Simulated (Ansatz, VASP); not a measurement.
# CdSe: VASP beside Ansatz, part 2 of 2

One calculation is typed for both programs; each brings its own data sets and cutoff. How far apart do they land?

VASP 6.6.1 and Ansatz 0.2.0.

So far: Starting point; Ansatz: G0W0 gap, PBE.

### Step 3. VASP: G0W0 gap, PBE

Level of this step: G0W0 on PBE; plane waves and PAW (Cd_GW, Se_GW) (VASP).

The same cell, functional and mesh now go to VASP, with its own data sets and cutoff.

Lines of VASP's logs that name or quote its potential files are left out, and so is its time.

The run reads the wave functions of an earlier VASP run, which isn't shown here.

Contents of INCAR:

```
SYSTEM = CdSe
PREC = Accurate
ENCUT = 330
ISMEAR = 0
SIGMA = 0.01
LREAL = .FALSE.
GGA = PE
NBANDS = 128
ALGO = EVGW0
NELMGW = 1
ENCUTGW = 100
NOMEGA = 48
PRECFOCK = Fast
NBANDSGW = 24
LWAVE = .FALSE.
LCHARG = .FALSE.
```

Contents of POSCAR:

```
CdSe
1.0
    0.0000000000      3.0250000000      3.0250000000
    3.0250000000      0.0000000000      3.0250000000
    3.0250000000      3.0250000000      0.0000000000
Cd Se
1 1
Direct
    0.0000000000      0.0000000000      0.0000000000
    0.7500000000      0.7500000000      0.7500000000
```

Contents of KPOINTS:

```
Automatic mesh
0
Gamma
6 6 6
0 0 0
```

PAW data sets: Cd_GW and Se_GW (PBE family, release 64).

The run is started by

```sh
mpirun -np 8 vasp_std
```

Numbers of over 12 decimals in the logs are rounded to 6 here.

Log:

```text
[banner, memory and clock lines left out]
running    8 mpi-ranks, on    1 nodes
 distrk:  each k-point on    8 cores,    1 groups
 distr:  one band on    1 cores,    8 groups

 POSCAR found type information on POSCAR CdSe
 POSCAR found :  2 types and       2 ions
|                                                                             |
|           W    W    AA    RRRRR   N    N  II  N    N   GGGG   !!!           |
|           W    W   A  A   R    R  NN   N  II  NN   N  G    G  !!!           |
|           W    W  A    A  R    R  N N  N  II  N N  N  G       !!!           |
|           W WW W  AAAAAA  RRRRR   N  N N  II  N  N N  G  GGG   !            |
|           WW  WW  A    A  R   R   N   NN  II  N   NN  G    G                |
|           W    W  A    A  R    R  N    N  II  N    N   GGGG   !!!           |
|                                                                             |
|     For optimal performance we recommend to set                             |
|       NCORE = 2 up to number-of-cores-per-socket                            |
|     NCORE specifies how many cores store one orbital (NPAR=cpu/NCORE).      |
|     This setting can greatly improve the performance of VASP for DFT.       |
|     The default, NCORE=1 might be grossly inefficient on modern             |
|     multi-core architectures or massively parallel machines. Do your        |
|     Unfortunately you need to use the default for GW and RPA                |
|     calculations (for HF NCORE is supported but not extensively tested      |
|     yet).                                                                   |
|                                                                             |

|                                                                             |
|           W    W    AA    RRRRR   N    N  II  N    N   GGGG   !!!           |
|           W    W   A  A   R    R  NN   N  II  NN   N  G    G  !!!           |
|           W    W  A    A  R    R  N N  N  II  N N  N  G       !!!           |
|           W WW W  AAAAAA  RRRRR   N  N N  II  N  N N  G  GGG   !            |
|           WW  WW  A    A  R   R   N   NN  II  N   NN  G    G                |
|           W    W  A    A  R    R  N    N  II  N    N   GGGG   !!!           |
|                                                                             |
|     The default for ENCUTGWSOFT is different in this version of VASP.       |
|     please manually set ENCUTGWSOFT =100 in the INCAR file.                 |
|                                                                             |

 LDA part: xc-table for (Slater+PW92), standard interpolation
 found WAVECAR, reading the header
 POSCAR, INCAR and KPOINTS ok, starting setup
 FFT: planning ... GRIDC
 FFT: planning ... GRID_SOFT
 FFT: planning ... GRID
 reading WAVECAR
 the WAVECAR file was read successfully
 initial charge from wavefunction
 available memory per node:     80.98 GB, setting MAXMEM to     82920

 The Fermi energy was updated, please check that it is located mid-gap
 values below the HOMO (VB) or above the LUMO (CB) will cause erroneous energies
 E-fermi :   2.5772

 calculate exact exchange contribution
 the WAVEDER file was read successfully
energies w=
    0.000    0.000    0.270    0.000    0.539    0.000    0.806    0.000
    1.070    0.000    1.330    0.000    1.585    0.000    1.836    0.000
    2.082    0.000    2.324    0.000    2.561    0.000    2.794    0.000
    3.024    0.000    3.252    0.000    3.477    0.000    3.701    0.000
    3.926    0.000    4.151    0.000    4.378    0.000    4.607    0.000
    4.841    0.000    5.080    0.000    5.326    0.000    5.582    0.000
    5.847    0.000    6.125    0.000    6.419    0.000    6.731    0.000
    7.065    0.000    7.425    0.000    7.816    0.000    8.246    0.000
    8.722    0.000    9.255    0.000    9.858    0.000   10.549    0.000
   11.352    0.000   12.300    0.000   13.439    0.000   14.835    0.000
   16.591    0.000   18.866    0.000   21.933    0.000   26.283    0.000
   32.925    0.000   44.275    0.000   67.976    0.000  147.597    0.000
 responsefunction array rank=     144
 LDA part: xc-table for (Slater+PW92), standard interpolation

 min. memory requirement per mpi rank    225.2 MB, per node   1801.8 MB

 allocating   6 responsefunctions rank=   144
 shmem allocating  48 responsefunctions rank=   144
 response function shared by NCSHMEM nodes    1
 Doing            6  frequencies on each core in blocks of           48
NQ=   1    0.0000    0.0000    0.0000,
|.........|.........|.........|.........|.........|.........|.........|.........
 performed        560000 updates of chi_q(r,r)
 total number of BLAS operations         84.23 Gflops
NQ=   2    0.1667    0.0000    0.0000,
|.........|.........|.........|.........|.........|.........|.........|.........
 performed       1538000 updates of chi_q(r,r)
 total number of BLAS operations        214.53 Gflops
NQ=   3    0.3333    0.0000    0.0000,
|.........|.........|.........|.........|.........|.........|.........|.........
 performed       2516000 updates of chi_q(r,r)
 total number of BLAS operations        363.65 Gflops
NQ=   4    0.5000    0.0000    0.0000,
|.........|.........|.........|.........|.........|.........|.........|.........
 performed       3347000 updates of chi_q(r,r)
 total number of BLAS operations        459.42 Gflops
NQ=   5    0.1667    0.1667    0.0000,
|.........|.........|.........|.........|.........|.........|.........|.........
 performed       4325000 updates of chi_q(r,r)
 total number of BLAS operations        589.72 Gflops
NQ=   6    0.3333    0.1667    0.0000,
|.........|.........|.........|.........|.........|.........|.........|.........
 performed       5832000 updates of chi_q(r,r)
 total number of BLAS operations        806.22 Gflops
NQ=   7    0.5000    0.1667    0.0000,
|.........|.........|.........|.........|.........|.........|.........|.........
 performed       7339000 updates of chi_q(r,r)
 total number of BLAS operations        988.63 Gflops
NQ=   8   -0.3333    0.1667    0.0000,
|.........|.........|.........|.........|.........|.........|.........|.........
 performed       8846000 updates of chi_q(r,r)
 total number of BLAS operations       1186.18 Gflops
NQ=   9   -0.1667    0.1667    0.0000,
|.........|.........|.........|.........|.........|.........|.........|.........
 performed      10156000 updates of chi_q(r,r)
 total number of BLAS operations       1371.64 Gflops
NQ=  10    0.3333    0.3333    0.0000,
|.........|.........|.........|.........|.........|.........|.........|.........
 performed      11134000 updates of chi_q(r,r)
 total number of BLAS operations       1501.94 Gflops
NQ=  11    0.5000    0.3333    0.0000,
|.........|.........|.........|.........|.........|.........|.........|.........
 performed      12641000 updates of chi_q(r,r)
 total number of BLAS operations       1687.33 Gflops
NQ=  12   -0.3333    0.3333    0.0000,
|.........|.........|.........|.........|.........|.........|.........|.........
 performed      13951000 updates of chi_q(r,r)
 total number of BLAS operations       1843.38 Gflops
NQ=  13    0.5000    0.5000    0.0000,
|.........|.........|.........|.........|.........|.........|.........|.........
 performed      14696000 updates of chi_q(r,r)
 total number of BLAS operations       1923.61 Gflops
NQ=  14    0.5000    0.3333    0.1667,
|.........|.........|.........|.........|.........|.........|.........|.........
 performed      16387000 updates of chi_q(r,r)
 total number of BLAS operations       2131.67 Gflops
NQ=  15   -0.3333    0.3333    0.1667,
|.........|.........|.........|.........|.........|.........|.........|.........
 performed      17980000 updates of chi_q(r,r)
 total number of BLAS operations       2321.37 Gflops
NQ=  16   -0.3333    0.5000    0.1667,
|.........|.........|.........|.........|.........|.........|.........|.........
 performed      19296000 updates of chi_q(r,r)
 total number of BLAS operations       2483.34 Gflops
 resolving degeneracies of screened two electron integrals

 calculate QP shifts <psi_nk| G(iteration)W_0 |psi_nk>: iteration 1
 entering main loop
```

Parts of OUTCAR (step 3):

```text
ion  position               nearest neighbor table
   1  0.000  0.000  0.000-   2 2.62   2 2.62   2 2.62   2 2.62
   2  0.750  0.750  0.750-   1 2.62   1 2.62   1 2.62   1 2.62

  LATTYP: Found a face centered cubic cell.
 ALAT       =     6.0500000000

 Subroutine GETGRP returns: Found 24 space group operations
 (whereof 24 operations were pure point group operations)

The static configuration has the point symmetry T_d .

 Found     16 irreducible k-points:

   k-points           NKPTS =     16   k-points in BZ     NKDIM =    216   number of bands    NBANDS=    128

   dimension x,y,z NGX =    28 NGY =   28 NGZ =   28
   dimension x,y,z NGXF=    56 NGYF=   56 NGZF=   56

   ENCUT  =  330.0 eV  24.25 Ry    4.92 a.u.   6.34  6.34  6.34*2*pi/ulx,y,z

   NELECT =      18.0000    total number of electrons

  energy-cutoff  :      330.00
  volume of cell :       55.36
      direct lattice vectors                 reciprocal lattice vectors
     0.000000000  3.025000000  3.025000000    -0.165289256  0.165289256  0.165289256
     3.025000000  0.000000000  3.025000000     0.165289256 -0.165289256  0.165289256
     3.025000000  3.025000000  0.000000000     0.165289256  0.165289256 -0.165289256

 k-points in reciprocal lattice and weights: Automatic mesh
   0.00000000  0.00000000  0.00000000       0.005
   0.16666667  0.00000000  0.00000000       0.037
   0.33333333  0.00000000  0.00000000       0.037
   0.50000000  0.00000000  0.00000000       0.019
   0.16666667  0.16666667  0.00000000       0.028
   0.33333333  0.16666667  0.00000000       0.111
   0.50000000  0.16666667  0.00000000       0.111
  -0.33333333  0.16666667  0.00000000       0.111
  -0.16666667  0.16666667  0.00000000       0.056
[...]
-0.33333333  0.33333333  0.16666667       0.111
  -0.33333333  0.50000000  0.16666667       0.056

 E-fermi :   2.5772

 QP shifts <psi_nk| G(iteration)W_0 |psi_nk>: iteration 1
 for sc-GW calculations column KS-energies equals QP-energies in previous step
 and V_xc(KS)=  KS-energies - (<T + V_ion + V_H > + <T+V_H+V_ion>^1  + <V_x>^1)
 k-point   1 :       0.0000    0.0000    0.0000
  band No.  KS-energies  QP-energies   sigma(KS)   V_xc(KS)     V^pw_x(r,r')   Z            occupation Imag(sigma)
    ...
      6      -5.3259      -7.2579     -18.2652     -15.5007     -23.2172       0.6988       2.0000       0.3153
      7       2.2643       1.6699     -13.5426     -12.7412     -15.1870       0.7417       2.0000       0.1350
      8       2.2643       1.6699     -13.5426     -12.7412     -15.1870       0.7417       2.0000       0.1350
      9       2.2643       1.6699     -13.5426     -12.7412     -15.1870       0.7417       2.0000       0.1350
     10       2.8901       3.0167      -9.5127      -9.6754      -6.1729       0.7785       0.0000      -0.0284
     11       8.1953       8.4187      -9.0016      -9.2941      -4.7575       0.7639       0.0000      -0.0566
     12       8.1953       8.4187      -9.0016      -9.2941      -4.7575       0.7639       0.0000      -0.0566
     13       8.1953       8.4187      -9.0016      -9.2941      -4.7575       0.7639       0.0000      -0.0566
    ...

 k-point   2 :       0.1667    0.0000    0.0000
  band No.  KS-energies  QP-energies   sigma(KS)   V_xc(KS)     V^pw_x(r,r')   Z            occupation Imag(sigma)
    ...
      6      -5.3271      -7.2566     -18.2600     -15.4964     -23.2141       0.6981       2.0000       0.3159
      7       0.5396      -0.1213     -12.4712     -11.5679     -14.1377       0.7316       2.0000       0.1384
      8       2.0476       1.4324     -13.3948     -12.5634     -15.0914       0.7400       2.0000       0.1346
      9       2.0476       1.4324     -13.3948     -12.5634     -15.0914       0.7400       2.0000       0.1346
     10       4.1997       4.3632     -10.1191     -10.3308      -6.8132       0.7726       0.0000      -0.0240
     11       7.9680       8.1527      -9.0316      -9.2742      -4.8227       0.7611       0.0000      -0.0600
     12       8.5249       8.7628      -9.0853      -9.3996      -4.7585       0.7571       0.0000      -0.0626
     13       8.5249       8.7628      -9.0853      -9.3996      -4.7585       0.7571       0.0000      -0.0626
    ...

 k-point   3 :       0.3333    0.0000    0.0000
  band No.  KS-energies  QP-energies   sigma(KS)   V_xc(KS)     V^pw_x(r,r')   Z            occupation Imag(sigma)
    ...
      6      -5.3159      -7.1993     -18.0833     -15.3848     -23.0532       0.6979       2.0000       0.3356
      7      -1.3184      -2.1043     -12.1176     -11.0011     -14.6587       0.7039       2.0000       0.1926
      8       1.6651       1.0202     -13.1673     -12.2894     -14.9698       0.7346       2.0000       0.1342
      9       1.6651       1.0202     -13.1673     -12.2894     -14.9698       0.7346       2.0000       0.1342
     10       4.6872       4.8892      -9.5137      -9.7741      -5.7588       0.7758       0.0000      -0.0315
     11       8.7744       8.9831      -8.9557      -9.2321      -4.6115       0.7550       0.0000      -0.0700
     12       8.7744       8.9831      -8.9557      -9.2321      -4.6115       0.7550       0.0000      -0.0700
     13       8.8560       9.0433      -9.1652      -9.4177      -4.6932       0.7415       0.0000      -0.1021
    ...

 k-point   4 :       0.5000    0.0000    0.0000
  band No.  KS-energies  QP-energies   sigma(KS)   V_xc(KS)     V^pw_x(r,r')   Z            occupation Imag(sigma)
    ...
      6      -5.0182      -6.8404     -18.0921     -15.4952     -23.0618       0.7017       2.0000       0.3587
      7      -2.2191      -2.9836     -11.4652     -10.3530     -14.3250       0.6874       2.0000       0.2342
      8       1.4918       0.8348     -13.0698     -12.1744     -14.9195       0.7337       2.0000       0.1337
      9       1.4918       0.8348     -13.0698     -12.1744     -14.9195       0.7337       2.0000       0.1337
     10       4.6672       4.8561      -9.4137      -9.6565      -5.6300       0.7780       0.0000      -0.0316
     11       8.7114       8.8911      -8.8320      -9.0694      -4.5434       0.7568       0.0000      -0.0693
     12       8.7114       8.8911      -8.8320      -9.0694      -4.5434       0.7568       0.0000      -0.0693
     13       9.7085       9.7999      -8.6951      -8.8201      -4.0125       0.7314       0.0000      -0.1406
    ...

[... 4 further parts left out ...]
```

### Step 4. Comparison

Known differences besides the potentials themselves: the two programs' PAW sets differ in cores and partial waves; the data sets hold 36 valence electrons in Ansatz (default PAW (the set named soft_2) files) and 18 in VASP; the cutoff is 420 eV in Ansatz and 330 eV in VASP; VASP leaves aspherical gradient terms in its spheres out (LASPH is not set), Ansatz keeps them; Ansatz integrates over frequency by contour deformation, VASP on a grid of NOMEGA points. Total energies have different zeros and are not compared.

The two programs side by side:

| quantity | Ansatz | VASP | difference |
| --- | --- | --- | --- |
| G0W0 gap on the mesh (eV) | 1.30 | 1.35 | -0.05 |
| PBE gap under it (eV) | 0.64 | 0.63 | +0.01 |

### Step 5. Summary of results

```yaml
difference_in_g0w0_gap_on_the_mesh_g0w0_gap_pbe: -0.049 eV
```

The difference in G0W0 gap on the mesh is -0.049 eV (G0W0 gap, PBE), within the 0.15 eV picked in this series as the mark of a large difference. Such differences can come from data sets, numerical settings and the points named under the comparisons, not from the functional's error against experiment.

[Lines on the potential files, build, host, timing and source positions are cut from VASP's logs without a mark.]

[Logs are printed without paths, hosts, clocks, repeated set-up lines and the standing remarks that a program may print on its own settings, such as how far it seeks lower states.]

[Hosts, paths, dates, database ids (printed as entryN), source tags and the programs' standing remarks are cut or masked in the printed files.]
